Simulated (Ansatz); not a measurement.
# Si, space group I4/mmm: a band structure

With the Ansatz DFT code, driven from Python.

The script reads `si.extxyz`:
```text
1
Lattice="-1.62691493 1.62691493 1.32032985 1.62691493 -1.62691493 1.32032985 1.62691493 1.62691493 -1.32032985" Properties=species:S:1:pos:R:3 pbc="T T T"
Si    0.00000000    0.00000000    0.00000000
```

Notebook, run cell by cell (the value of a cell's last expression is shown):

In [1]:
```python
from pathlib import Path
import warnings

import ansatz
import numpy as np

config = {
    'kgrid': (16, 16, 16),
    'cutoff': 420,
    'scf_tol': 1e-10,
    'xc': 'PBE',
    'filling': 'Marzari-Vanderbilt',
    'n_empty': 10,
}
```

In [2]:
```python
warnings.simplefilter('ignore', ansatz.DeckWarning)
```

In [3]:
```python
cell = ansatz.Crystal.from_extxyz('si.extxyz')
```

In [4]:
```python
len(cell.resolved().sites)
```
Out [4]:
```text
1
```

In [5]:
```python
# vertices of the path, as fractions of the reciprocal vectors
path = [
    ('G', (0.0, 0.0, 0.0)),
    ('X', (0.0, 0.0, 0.5)),
    ('M', (-0.5, 0.5, 0.5)),
    ('G', (0.0, 0.0, 0.0)),
    ('Z', (0.41466, 0.41466, -0.41466)),
]
base = cell.calculation()
base = base.kpoints(*config['kgrid'])
base = base.basis(config['cutoff'])
base = base.scf(tolerance=config['scf_tol'])
base = base.functional(config['xc'])
base = base.occupations(config['filling']).band_structure([point for _, point in path], intervals=8)
base = base.scf(extra_bands=config['n_empty']).density()
base = base.potential().electron_localization_function()
base = base.output_files(volumetric_format='npy')
done = base.run()
r = done.report
```

In [6]:
```python
r['n_electrons']
```
Out [6]:
```text
4.0
```

In [7]:
```python
for key in ('converged', 'n_iterations', 'n_electrons', 'n_kpoints', 'n_pw', 'n_symmetry_ops', 'free_energy_ev', 'fermi_energy_ev'):
    print(f'{key:18s} {r[key]}')
```
```text
converged          True
n_iterations       7
n_electrons        4.0
n_kpoints          349
n_pw               273
n_symmetry_ops     16
free_energy_ev     -635.3293820303647
fermi_energy_ev    11.109893860618099
```

In [8]:
```python
folder = Path(done.write_results('fields'))
print('densities in e/A^3, potentials in eV, ELF without unit')
for name in sorted(p.name for p in folder.glob('*.npy')):
    field = np.load(folder / name)
    print(f'{name:16s} {str(field.shape):16s} min {field.min():10.4f}  mean {field.mean():10.4f}  max {field.max():10.4f}')
```
```text
densities in e/A^3, potentials in eV, ELF without unit
elf.npy          (18, 18, 18)     min     0.1772  mean     0.5029  max     0.7298
rho.npy          (18, 18, 18)     min     0.0453  mean     0.2861  max     0.4054
v_es.npy         (18, 18, 18)     min   -60.2122  mean     1.9530  max    12.5216
v_tot.npy        (18, 18, 18)     min   -82.2557  mean    -9.3942  max     3.5344
```

In [9]:
```python
bands = done.band_structure()
fermi = bands.fermi_energy_ev
print(f'zero of the bands: {fermi:.3f} eV, the Fermi level found on the SCF mesh')
for spin, channel in enumerate(bands.channels):
    levels = channel.eigenvalues_ev - fermi
    crossing = [b for b in range(levels.shape[1]) if levels[:, b].min() < 0 < levels[:, b].max()]
    print(f'channel {spin}: bands that cross the Fermi level on this path:', [b + 1 for b in crossing] or 'none')
    shown = crossing or sorted(np.argsort(np.abs(levels).min(axis=0))[:2])
    for k, row in zip(bands.kpoints_frac, levels[:, shown]):
        print(f'{k[0]:7.3f} {k[1]:7.3f} {k[2]:7.3f}  ', ' '.join(f'{e:8.3f}' for e in row))
```
```text
zero of the bands: 11.110 eV, the Fermi level found on the SCF mesh
channel 0: bands that cross the Fermi level on this path: [2, 3, 4]
  0.000   0.000   0.000      9.610   10.219   10.219
  0.000   0.000   0.062      7.615   10.285   11.370
  0.000   0.000   0.125      5.103   10.474   11.899
  0.000   0.000   0.187      2.590   10.765   11.233
  0.000   0.000   0.250      0.176   10.475   11.113
  0.000   0.000   0.312     -2.094    9.884   11.445
  0.000   0.000   0.375     -4.194    9.462   11.681
  0.000   0.000   0.437     -6.086    9.208   11.610
  0.000   0.000   0.500     -7.366    9.124   11.517
 -0.063   0.063   0.500     -7.266    8.494   11.054
 -0.125   0.125   0.500     -6.968    7.462    9.988
 -0.187   0.187   0.500     -6.474    6.502    7.994
 -0.250   0.250   0.500     -5.789    5.694    5.806
 -0.312   0.312   0.500     -4.928    3.685    5.058
 -0.375   0.375   0.500     -3.925    1.692    3.593
 -0.437   0.437   0.500     -2.905   -0.129    1.961
 -0.500   0.500   0.500     -2.358   -1.416    1.209
 -0.437   0.437   0.437     -2.162   -0.240    2.851
 -0.375   0.375   0.375     -1.575    0.582    4.967
 -0.312   0.312   0.312     -0.597    1.646    5.876
 -0.250   0.250   0.250      0.771    3.062    7.134
 -0.187   0.187   0.187      2.522    4.813    8.717
 -0.125   0.125   0.125      4.647    6.834   10.570
 -0.063   0.063   0.063      7.119    8.937   12.554
  0.000   0.000   0.000      9.610   10.219   10.219
  0.052   0.052  -0.052      9.831   10.102   10.102
  0.104   0.104  -0.104      8.881    8.881    9.381
  0.155   0.155  -0.155      6.480    6.480    7.133
  0.207   0.207  -0.207      4.100    4.100    4.987
  0.259   0.259  -0.259      2.038    2.038    3.060
  0.311   0.311  -0.311      0.356    0.356    1.433
  0.363   0.363  -0.363     -0.927   -0.927    0.172
  0.415   0.415  -0.415     -1.804   -1.264   -0.308
```

Caveats:
- Absolute energies stand on the zero of these potentials, so only differences at equal settings mean something. A total without «per atom» is that of the cell as typed.
- The zero of the levels is a convention of the potentials, so an absolute Fermi energy is no work function.
- The fields are valence quantities on the plane-wave grid; their values near the nuclei depend on the potentials.
- This isn't the structure that Si takes at ambient conditions.
- Gaps and levels are Kohn-Sham values on a finite set of k-points.
- Run time: 3.6 s on 1 thread of Arm Neoverse V2, on a shared host, peak memory 0.37 GiB.
